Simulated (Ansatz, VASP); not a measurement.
# GaN in VASP and in Ansatz

```
CELL_PARAMETERS angstrom
3.24237 0.00000 0.00000
-1.62118 2.80797 0.00000
0.00000 0.00000 5.26732
ATOMIC_POSITIONS crystal
Ga 0.66667 0.33333 0.50000
Ga 0.33333 0.66667 0.00000
N 0.66667 0.33333 0.87500
N 0.33333 0.66667 0.37500
```

Alike in both runs: task single point; functional r2SCAN; dispersion rVV10; k mesh 10 × 10 × 5; occupations fermi-dirac, width 0.05 eV; no spin polarisation.

|  | VASP | Ansatz |
| --- | --- | --- |
| version | VASP 6.6.1 | Ansatz 0.2.0 |
| potentials or method | VASP PAW PBE potentials, release 64 (Ga_d, N) | Ansatz PAW |
| plane-wave cutoff (eV) | 520 | 500 |
| valence electrons in the cell | 36 | 36 |

VASP gave:

```
gap on the k mesh at the Fermi level (eV)       : 1.93
least direct gap on the mesh (eV)               : 1.93
pressure (GPa)                                  : -9.6
largest component of the traceless stress (GPa) : 1.12
rms of the force components (eV/Å)              : 0.070
```

**Question.** What did Ansatz give for the same quantities?

**Answer.** gap on the k mesh at the Fermi level (eV): 1.94; least direct gap on the mesh (eV): 1.94; pressure (GPa): -10.4; largest component of the traceless stress (GPa): 1.08; rms of the force components (eV/Å): 0.071.

Atom by atom the forces differ by 0.001 eV/Å (rms over components).

Caveats: the PAW data sets were made with another functional, which shifts forces and pressure a little (VASP); odd divisions of the mesh miss points on the zone boundary, where band edges often lie, so the gap on the mesh can be too wide (Ansatz); the PAW data sets come from PBE, with cores solved anew for the run's functional, which leaves a small shift of forces and pressure (Ansatz). r2SCAN opens gaps a little over a GGA but as a rule still falls short of measured ones.
